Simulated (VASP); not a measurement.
Write the native input for VASP 6.6.1 that does the following.

```
Task                   : relaxation of cell and atoms
Functional             : AM05
Potentials or basis    : VASP PAW PBE potentials, release 64 (Bi_d, Cs_sv, Ag, Br)
Cutoff                 : 600 eV
k mesh                 : 3 × 3 × 3
Occupations            : fermi-dirac, width 0.05 eV
Spin                   : no spin polarisation
Further INCAR settings : ALGO = Fast; EDIFF = 1e-06; IBRION = 2; EDIFFG = -0.005; NSW = 40; ISIF = 3
```

The structure of Cs2AgBiBr6 lies in POSCAR:

```
Cs2AgBiBr6
1.0
    0.0000000000      5.6161000000      5.6161000000
    5.6161000000      0.0000000000      5.6161000000
    5.6161000000      5.6161000000      0.0000000000
Bi Cs Ag Br
1 2 1 6
Direct
    0.0000000000      0.0000000000      0.0000000000
    0.7500000000      0.7500000000      0.7500000000
    0.2500000000      0.2500000000      0.2500000000
    0.5000000000      0.5000000000      0.5000000000
    0.7494500000      0.7494500000      0.2505500000
    0.2505500000      0.2505500000      0.7494500000
    0.7494500000      0.2505500000      0.2505500000
    0.7494500000      0.2505500000      0.7494500000
    0.2505500000      0.7494500000      0.7494500000
    0.2505500000      0.7494500000      0.2505500000
```

These files were run (other wordings do the same):

INCAR

```
SYSTEM = Cs2AgBiBr6
PREC = Accurate
ENCUT = 600
EDIFF = 1E-6
ISMEAR = -1
SIGMA = 0.05
LREAL = .False.
LASPH = .True.
NELM = 60
ALGO = Fast
ISIF = 3
LWAVE = .False.
LCHARG = .False.
GGA = AM
IBRION = 2
NSW = 40
EDIFFG = -0.005
```

KPOINTS

```
Automatic mesh
0
Gamma
  3 3 3
  0 0 0
```

Potentials or basis: VASP PAW PBE potentials, release 64 (Bi_d, Cs_sv, Ag, Br).

Launch:

```console
$ cat potpaw_PBE.64/Bi_d/POTCAR potpaw_PBE.64/Cs_sv/POTCAR potpaw_PBE.64/Ag/POTCAR potpaw_PBE.64/Br/POTCAR > POTCAR
$ mpirun -np 1 vasp_std > vasp.out
```

Results of the run:

```yaml
Relaxed_volume: 36.16 Å³/atom
Relaxed_cell: a = 7.997 Å, b = 7.997 Å, c = 7.997 Å, α = 60.00°, β = 60.00°, γ = 60.00°
Space_group_after_relaxing_to_0.05_Å: Fm-3m (No. 225)
Energy_gained_by_relaxing: 3.6 meV/atom
Ionic_steps: 5
Pressure_after_relaxing: 0.0 GPa
Band_gap_on_the_k_mesh: 1.82 eV, indirect (least direct gap 2.45 eV)
```

Caveat: the PAW data sets were made with another functional, which shifts forces and pressure a little; spin-orbit coupling is left out, which as a rule narrows the gap of such compounds by several tenths of an eV; an odd mesh through Γ misses points on the zone boundary, where band edges often lie.

Wall time 11 min on 1 thread of Intel(R) Xeon(R) 6975P-C (Granite Rapids), with other jobs on the host, peak memory 0.68 GiB.
